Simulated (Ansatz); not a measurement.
## Lu under changes of volume

One of the cells (29.847 Å³/atom); the others are scaled copies at fixed shape and fractional positions:

```
CELL_PARAMETERS angstrom
-1.95411 1.95411 1.95411
1.95411 -1.95411 1.95411
1.95411 1.95411 -1.95411
ATOMIC_POSITIONS crystal
Lu 0.00000 0.00000 0.00000
```

This isn't the form of Lu at room conditions, which is hcp.

| Property | Result |
| --- | --- |
| Program | Ansatz 0.2.0 |
| Functional | PBE |
| Potentials or basis | Ansatz PAW |
| Cutoff | 420 eV (not typed: the program's choice for these potentials) |
| k mesh | 10 × 10 × 10 |
| Occupations | fermi-dirac, width 0.05 eV |
| Spin | no spin polarisation |

```tsv
volume (Å³/atom)	energy over the lowest point (meV/atom)	pressure (GPa)
28.056	10.85	2.6
28.653	?	?
29.250	0.00	0.5
29.847	0.02	-0.4
30.444	3.22	-1.2
31.041	9.30	-1.9
31.638	18.05	-2.6
```

Task: What does the run at 28.653 Å³/atom give?

Result: Energy over the lowest point 3.49 meV/atom; pressure 1.5 GPa.

Worked out: A Birch-Murnaghan fit of order 3 (a polynomial in V^(-2/3)) to the other rows has its minimum at 29.54 Å³/atom with B0 = V·E''(V) = 44 GPa and B' = 3.7. It gives 3.50 meV/atom at 28.653 Å³/atom, against the run's 3.49, and -dE/dV = 1.4 GPa, against 1.5.

Energies are extrapolated to zero smearing.
